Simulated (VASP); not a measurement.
Crystal: TiSe2.

```
CELL_PARAMETERS angstrom
3.53600 0.00000 0.00000
-1.76800 3.06227 0.00000
0.00000 0.00000 6.00400
ATOMIC_POSITIONS crystal
Ti 0.00000 0.00000 0.00000
Se 0.33333 0.66667 0.25520
Se 0.66667 0.33333 0.74480
```

- Program: VASP 6.6.1
- Task: relaxation of cell and atoms
- Functional: PBEsol
- Potentials or basis: VASP PAW PBE potentials, release 64 (Ti_sv, Se)
- Cutoff: 600 eV
- k mesh: 12 × 12 × 6
- Occupations: methfessel-paxton, width 0.1 eV
- Spin: no spin polarisation

At the start: pressure -2.1 GPa; volume 21.67 Å³/atom.

Task: Where does the relaxation end?

Result: Over 12 steps the energy falls by 6.1 meV/atom and the volume is 20.68 Å³/atom (-4.6 %); space group P-3m1 (No. 164, to 0.05 Å).

The path:
```csv
step,energy change (eV),largest force (eV/Å),pressure (GPa),volume (Å³)
1,0.0000,0.0809,-2.13,65.01
2,-0.0066,0.3655,1.67,62.34
3,-0.0122,0.1803,0.08,63.39
4,-0.0157,0.1048,-0.01,63.14
5,-0.0168,0.0327,-0.08,62.90
6,-0.0171,0.0356,-0.02,62.77
7,-0.0178,0.0430,0.16,62.38
8,-0.0176,0.0558,0.59,61.59
9,-0.0180,0.0496,0.36,62.05
10,-0.0181,0.0378,0.28,62.05
11,-0.0183,0.0027,0.08,62.04
12,-0.0184,0.0052,0.03,62.03
```

Final structure:
```
CELL_PARAMETERS angstrom
3.47415 0.00000 0.00000
-1.73707 3.00870 0.00000
0.00000 0.00000 5.93472
ATOMIC_POSITIONS crystal
Ti 0.00000 0.00000 0.00000
Se 0.33333 0.66667 0.26096
Se 0.66667 0.33333 0.73904
```

Caveat: the PAW data sets were made with another functional, which shifts forces and pressure a little; this functional lacks dispersion, which binds the layers, so the pressure and a relaxed spacing across them are unreliable.
